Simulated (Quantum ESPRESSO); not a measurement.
## Pb and the effect of the dispersion correction

The cell as given:

Symmetry: Fd-3m, No. 227, cubic system. Conventional cell: a = 6.878 Å, b = 6.878 Å, c = 6.878 Å, α = 90.00°, β = 90.00°, γ = 90.00°. Pb (site symmetry -43m) has 4 Pb at 2.98 Å as nearest neighbours.

This isn't the form of Pb at room conditions, which is fcc.

Kept alike: task relaxation of cell and atoms; functional PBEsol; k mesh 7 × 7 × 7; occupations fermi-dirac, width 0.05 eV; no spin polarisation. Program: Quantum ESPRESSO, GBRV 1.5 PBEsol, cutoff 612 eV. The mesh is that of the run's cell of 2 atoms. No spin-orbit coupling.

| dispersion correction | volume (Å³/atom) |
| --- | --- |
| D3(zero) | 40.132 |
| D3(BJ) | 39.535 |
| D4 | 40.148 |
| none | 41.042 |
| rVV10 | 39.058 |

The relaxations keep at least the cell's symmetry (Fd-3m). For a metal such a mesh leaves the last digits unconverged. Relaxations stop with a little pressure left, so the last digits of a volume or edge aren't settled.

The volume runs from 39.058 (rVV10) to 41.042 Å³/atom (none). Against no correction: D3(zero) -2.2 %; D3(BJ) -3.7 %; D4 -2.2 %; rVV10 -4.8 %. Dispersion terms mostly attract and so lower the volume; the schemes' coefficients and damping set how far.

Every dispersion correction contracts diamond-type Pb, most strongly with rVV10 (-4.8 %), while D3(zero) and D4 are effectively indistinguishable. Because symmetry fixes the atomic positions and the tetrahedral angles, the whole contraction is a uniform shortening of the Pb–Pb bonds.

The response is plausible for a heavy, polarisable atom in an open network. Down group 14, the valence s and p orbitals become less well matched in energy and extent, and the s pair takes less part in bonding. Directional sp³ bonds are therefore weak in Pb, and the lattice probably offers little resistance to a modest added attraction.

The spread does not measure a purely van der Waals contribution to the bonding. At bonded distances these terms overlap with correlation already described by the semilocal functional, and conduction electrons screen the interaction in a way that atom-pairwise schemes capture only incompletely. A smaller volume is thus not in itself a better one, and the contraction says nothing about whether dispersion favours this open network over close packing.
